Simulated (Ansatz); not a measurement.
**NiSi2 and the effect of the functional**

```yaml
crystal:
  lattice:
    - [0.00000, 2.70300, 2.70300]
    - [2.70300, 0.00000, 2.70300]
    - [2.70300, 2.70300, 0.00000]
  atoms:
    - { symbol: Ni, position: [0.00000, 0.00000, 0.00000] }
    - { symbol: Si, position: [0.75000, 0.75000, 0.75000] }
    - { symbol: Si, position: [0.25000, 0.25000, 0.25000] }
```

Kept alike: task equation of state; k mesh 9 × 9 × 9; occupations fermi-dirac, width 0.05 eV; collinear spin, ferromagnetic start. Program: Ansatz, Ansatz PAW. Cutoffs run from 420 to 500 eV. The mesh is that of the run's cell of 3 atoms. No spin-orbit coupling.

```csv
functional,volume (Å³/atom),bulk modulus (GPa)
LDA,12.800,161.6
PBE,13.502,144.5
r2SCAN,13.032,153.0
```

Volume and modulus come from cells scaled at fixed shape and fractions. The moments vanished: the runs ended non-magnetic. All rows use potentials made for PBE.

The volume runs from 12.800 (LDA) to 13.502 Å³/atom (PBE). From PBE: LDA -0.702; r2SCAN -0.470. The bulk modulus runs from 144.5 (PBE) to 161.6 GPa (LDA). From PBE: LDA +17.1; r2SCAN +8.5.

The three functionals order NiSi2 consistently: the smaller the equilibrium volume, the stiffer the lattice. LDA gives the most compact and least compressible crystal, PBE the most expanded and softest. This follows the familiar overbinding of LDA, which PBE's gradient correction counters by favouring the more inhomogeneous density of a stretched lattice. Shorter Ni–Si contacts strengthen both the d–p hybridisation that holds the fluorite framework together and the short-range repulsion, so the energy rises more steeply on compression.

r2SCAN lies closer to LDA in volume but about midway between LDA and PBE in modulus, which suggests that the functional alters the curvature of the energy as well as the position of its minimum. The loss of the initial ferromagnetic moment in every run fits a nearly filled Ni d shell whose states lie mostly below the Fermi level, leaving too little d weight there to sustain exchange splitting. Judging which functional is most accurate would require measured values corrected for zero-point motion and thermal expansion.
